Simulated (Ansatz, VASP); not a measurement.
## Two plane-wave programs on AlN

```xyz
4
Lattice="3.1336 0.0000 0.0000 -1.5668 2.7138 0.0000 0.0000 0.0000 5.0140" Properties=species:S:1:pos:R:3 pbc="T T T"
Al    1.5668    0.9046    2.5070
Al    0.0000    1.8092    0.0000
N     1.5668    0.9046    4.4123
N     0.0000    1.8092    1.9053
```

Change from the starting cell: volume scaled by 1.02.

Alike in both runs: task single point; functional PBEsol; k mesh 10 × 10 × 6; occupations fermi-dirac, width 0.05 eV; no spin polarisation.

|  | VASP | Ansatz |
| --- | --- | --- |
| version | VASP 6.6.1 | Ansatz 0.2.0 |
| potentials or method | VASP PAW PBE potentials, release 64 (Al, N) | Ansatz PAW |
| plane-wave cutoff (eV) | 520 | 420 |
| valence electrons in the cell | 16 | 16 |

```csv
,VASP,Ansatz,Ansatz less VASP
gap on the k mesh at the Fermi level (eV),3.98,3.96,-0.015
least direct gap on the mesh (eV),3.98,3.96,-0.015
pressure (GPa),-3.6,-3.6,+0.05
largest component of the traceless stress (GPa),1.07,1.05,-0.022
rms of the force components (eV/Å),0.068,0.067,-0.0009
```

Atom by atom the forces differ by 0.001 eV/Å (rms over components).

Caveats: the PAW data sets were made with another functional, which shifts forces and pressure a little (VASP); the pressure holds a Pulay correction of +0.5 GPa for the finite cutoff (Ansatz); the PAW data sets come from PBE, with cores solved anew for the run's functional, which leaves a small shift of forces and pressure (Ansatz). A k mesh can miss the band edges.
